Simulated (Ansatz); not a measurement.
Ansatz input file:

```yaml
crystal:
  lattice:
    - [0.0, 2.5222253, 2.5222253]
    - [2.5222253, 0.0, 2.5222253]
    - [2.5222253, 2.5222253, 0.0]
  atoms:
    - { symbol: "Y", position: [0.0, 0.0, 0.0] }
basis:
  ecutwfc: 420
kpoints:
  mp_grid: { grid: [14, 14, 14] }
hamiltonian:
  xc: pbe
scf:
  occupations: { method: gaussian, width: 0.1 }
output:
  forces: true
  stress: true
  eigenvalues: true
```

Run as
```bash
ansatz run input.yaml --threads 1 --pin off --max-ram 1331MiB --backend cpu --events-out ev --progress --plain --runs-dir out
```

Computed with Ansatz, DFT PBE, scalar-relativistic, plane waves, PAW.

Part of what the program printed, abridged (iterations and final results):

```
SCF iter   1: F=—  HF=-3848.645341 eV  |F-HF|=—  |Δ(HF+E_count)|=         —  Δρ=1.57e-3  dr2=8.86e-4  ethr=1.77e-3  ⟨swp⟩=5.0  Hψ=5877  notcnv=0
SCF iter   2: F=—  HF=-3848.645325 eV  |F-HF|=—  |Δ(HF+E_count)|=   1.62e-5  Δρ=1.02e-3  dr2=4.44e-4  ethr=8.05e-6  ⟨swp⟩=2.5  Hψ=2299  notcnv=0
SCF iter   3: F=—  HF=-3848.645285 eV  |F-HF|=—  |Δ(HF+E_count)|=   4.00e-5  Δρ=3.48e-4  dr2=3.15e-5  ethr=4.04e-6  ⟨swp⟩=2.1  Hψ=1212  notcnv=0
SCF iter   4: F=—  HF=-3848.645273 eV  |F-HF|=—  |Δ(HF+E_count)|=   1.19e-5  Δρ=1.61e-4  dr2=4.59e-6  ethr=2.87e-7  ⟨swp⟩=2.1  Hψ=1567  notcnv=0
SCF iter   5: F=—  HF=-3848.645273 eV  |F-HF|=—  |Δ(HF+E_count)|=   2.34e-7  Δρ=2.71e-5  dr2=1.69e-7  ethr=4.17e-8  ⟨swp⟩=2.0  Hψ=1593  notcnv=0
SCF iter   6: F=-3848.645273 eV  HF=-3848.645273 eV  |F-HF|=6.83e-9  |Δ(HF+E_count)|=   2.27e-8  Δρ=7.83e-6  dr2=1.27e-8  ethr=9.09e-10  ⟨swp⟩=4.6  Hψ=3270  notcnv=0
SCF 1 converged in 6 iterations: F = -3848.645273 eV  dr2 = 1.27e-8
SCF converged after 6 iterations
Free energy (F): -3848.645273 eV
Harris-Foulkes:  -3848.645273 eV  (|F-HF|=6.83e-9)
Internal energy: -3848.636737 eV  (E = F + TS)
E sigma→0 (E₀):  -3848.641005 eV
Entropy (-TS):   -0.008535 eV (-8.535 meV/atom)
Fermi energy:    9.662514 eV
--- Per-component energies (eV) ---
  E_band       = -118.189384
  E_kinetic    = 304.955668
  E_local      = -605.838406  (includes V_loc(G=0)·N_el)
  E_nonlocal   = 50.269728
  E_hartree    = 192.214994
  E_xc         = -173.036421
  E_vxc        = -198.682344  (∫ρ·V_xc dr)
  E_paw        = -2825.394867  (= ΣΔE_a)
  E_vpaw       = -53.321476  (= ΣTr[D̂ρ^β])
  E_aug_tail   = 0.000003  (compensation charges beyond the density's cutoff)
  E_ewald      = -791.807437
  E_smearing   = -0.008535  (= −TS)
--- Forces (eV/Å), atoms counted from 1 ---
  atom   1  Y      0.00000000     0.00000000     0.00000000
--- Stress (GPa, compression-positive) ---
        0.445954       0.000000       0.000000
        0.000000       0.445954       0.000000
        0.000000       0.000000       0.445954
  P = ⅓ Tr σ = 0.4460 GPa (4.460 kbar)
--- Band table (eV; the first three rows and the last of 104) ---
  k-point 0: bands = ["-32.9573", "-12.6582", "-12.6582", "-12.6582", "4.9164", "11.4555", "11.4555", "11.4555", "13.4983", "13.4983"]
  k-point 1: bands = ["-32.9538", "-12.6894", "-12.6622", "-12.6622", "5.0448", "11.3086", "11.5166", "11.5166", "13.4291", "13.4291"]
  k-point 2: bands = ["-32.9442", "-12.7755", "-12.6731", "-12.6731", "5.4135", "10.9522", "11.6572", "11.6572", "13.3028", "13.3028"]
  k-point 103: bands = ["-32.8645", "-13.0836", "-13.0070", "-12.8782", "8.8125", "9.6224", "10.2276", "12.4473", "15.4035", "16.9443"]
```

Self-consistency was reached.